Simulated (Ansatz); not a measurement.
Runs of Ansatz 0.2.0 on BaTiO3. Symmetry: P4mm, No. 99, tetragonal system. Conventional cell: a = 4.000 Å, b = 4.000 Å, c = 4.018 Å, α = 90.00°, β = 90.00°, γ = 90.00°. Around Ba (site symmetry 4mm) lie 12 O at 2.79 to 2.88 Å. Ti (site symmetry 4mm) is surrounded by 6 O at 1.89 to 2.13 Å. Around O (site symmetry 2mm) lie 2 Ti at 2.00 Å. O (site symmetry 4mm) is surrounded by 2 Ti at 1.89 to 2.13 Å. 

```csv
task,level,spin,cell,k mesh,cutoff (eV),smearing,points for each segment of the path,gap on the mesh (eV),pressure (GPa),relaxed volume (Å³/atom),largest force (eV/Å)
relaxation of cell and atoms,revPBE+D3(BJ),off,relaxed,7 × 7 × 7,420,fermi-dirac 0.05 eV,-,1.99,0.0,12.94,-
band structure,PBEsol,off,as given,7 × 7 × 7,420,fermi-dirac 0.05 eV,14,(b),-3.8,-,0.35
band structure,r2SCAN,off,as given,7 × 7 × 7,500,fermi-dirac 0.05 eV,14,2.28,-0.8,-,0.39
relaxation of cell and atoms,revPBE+D4,off,relaxed,7 × 7 × 7,420,fermi-dirac 0.05 eV,-,1.99,0.0,13.10,0.01
band structure,revPBE,off,as given,7 × 7 × 7,420,fermi-dirac 0.05 eV,14,(a),5.5,-,0.30
relaxation of cell and atoms,PBEsol+D3(BJ),off,relaxed,7 × 7 × 7,420,fermi-dirac 0.05 eV,-,(c),0.0,12.33,-
relaxation of cell and atoms,PBEsol,off,relaxed,7 × 7 × 7,420,fermi-dirac 0.05 eV,-,1.95,0.0,12.65,-
density of states,r2SCAN,"SOC, no magnetisation",as given,5 × 5 × 5,500,gaussian 0.01 eV,-,2.34,-0.8,-,0.40
```

Alike in all rows: potentials or basis Ansatz PAW.

Task: Fill in the values left out.

Result: (a) 1.96; (b) 1.89; (c) 1.98.

Caveats: the PAW data sets come from PBE, with cores solved anew for the run's functional, which leaves a small shift of forces and pressure; spin-orbit coupling is left out, which moves the levels of the heavy elements (some runs); odd divisions of the mesh miss points on the zone boundary, where band edges often lie, so the gap on the mesh can be too wide (some runs); the plane-wave basis is chosen anew once the cell has moved, so the energies of steps on either side of that aren't comparable (some runs); the k mesh misses the band edges, so the gap on the mesh is wider than the one along the path (some runs).

A k mesh can miss the band edges, and rows without SOC leave out spin-orbit coupling on Ba.

Runs at the PBE level aren't shown here.
